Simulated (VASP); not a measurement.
# ZrC under changes of volume

One of the cells (12.762 Å³/atom); the others are scaled copies at fixed shape and fractional positions:

```
Zr C
1.0
     0.00000    2.33687    2.33687
     2.33687    0.00000    2.33687
     2.33687    2.33687    0.00000
Zr C
1 1
Direct
  0.50000 0.50000 0.50000
  0.00000 0.00000 0.00000
```

```yaml
Program: VASP 6.6.1
Functional: PBE
Dispersion: D3(BJ)
Potentials_or_basis: VASP PAW PBE potentials, release 64 (Zr_sv, C)
Cutoff: 520 eV
k_mesh: 8 × 8 × 8
Occupations: fermi-dirac, width 0.05 eV
Spin: no spin polarisation
```

| volume (Å³/atom) | energy over the lowest point (meV/atom) | pressure (GPa) |
| --- | --- | --- |
| 12.251 | ? | ? |
| 12.506 | 4.17 | 5.0 |
| 12.762 | 0.00 | 0.1 |
| 13.017 | 3.23 | -4.3 |
| 13.272 | 13.19 | -8.3 |

Task: What does the run at 12.251 Å³/atom give?

Result: Energy over the lowest point 16.56 meV/atom; pressure 10.4 GPa.

Worked out: A Birch-Murnaghan fit of order 2 (a polynomial in V^(-2/3)) to the other rows has its minimum at 12.77 Å³/atom with B0 = V·E''(V) = 232 GPa. It gives 16.54 meV/atom at 12.251 Å³/atom, against the run's 16.56, and -dE/dV = 10.5 GPa, against 10.4.

Energies are extrapolated to zero smearing.

Caveats: pairwise dispersion overbinds metals, which lowers pressure and volume.
